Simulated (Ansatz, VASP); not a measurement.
# One calculation of AlNi, two programs

The input INCAR:

```
SYSTEM = AlNi
PREC = Accurate
ENCUT = 520
EDIFF = 1E-6
ISMEAR = 0
SIGMA = 0.15
LREAL = .FALSE.
LASPH = .TRUE.
NELM = 100
ALGO = Fast
ISIF = 2
LWAVE = .FALSE.
LCHARG = .TRUE.
GGA = PE
LELF = .TRUE.
LVHAR = .TRUE.
NBANDS = 14
```

The input KPOINTS:

```
regular mesh
0
G
  16 16 16
  0 0 0
```

The input POSCAR:

```
AlNi
1.0
    3.1114800000      0.0000000000      0.0000000000
    0.0000000000      3.1114800000      0.0000000000
    0.0000000000      0.0000000000      2.6505200000
Al Ni
1 1
Direct
    0.0000000000      0.0000000000      0.0000000000
    0.5000000000      0.5000000000      0.5000000000
```

Input for Ansatz:

```yaml
crystal:
  lattice:
    - [3.11148, 0.0, 0.0]
    - [0.0, 3.11148, 0.0]
    - [0.0, 0.0, 2.65052]
  atoms:
    - { symbol: Al, position: [0.0, 0.0, 0.0] }
    - { symbol: Ni, position: [0.5, 0.5, 0.5] }
basis:
  ecutwfc: 420
kpoints:
  mp_grid: { grid: [16, 16, 16] }
hamiltonian:
  xc: pbe
scf:
  occupations: { method: gaussian, width: 0.15 }
output:
  forces: true
  stress: true
  eigenvalues: true
```

Change from the starting cell: strain +0.080 along x and y, -0.080 along z, atoms carried along.

Alike in both runs: task single point; functional PBE; k mesh 16 × 16 × 16; occupations gaussian, width 0.15 eV; no spin polarisation.

|  | VASP | Ansatz |
| --- | --- | --- |
| version | VASP 6.6.1 | Ansatz 0.2.0 |
| potentials or method | VASP PAW PBE potentials, release 64 (Al, Ni) | scalar-relativistic, plane waves, PAW |
| plane-wave cutoff (eV) | 520 | 420 |
| valence electrons in the cell | 13 | 21 |

Ansatz gave:

- gap on the k mesh at the Fermi level (eV): none
- pressure (GPa): -6.4
- largest component of the traceless stress (GPa): 10.72

Task: What did VASP give for the same quantities?

Result: gap on the k mesh at the Fermi level (eV): none; pressure (GPa): -6.6; largest component of the traceless stress (GPa): 10.87.

A gap of «none» marks a metal or a gap that the smearing closes. With one functional, cell and mesh, what is left measures potentials, basis and numerics. The two sets of potentials don't hold the same shells in valence.

Spin polarisation is off, so any magnetic state and its effect on volume and gap are missing.
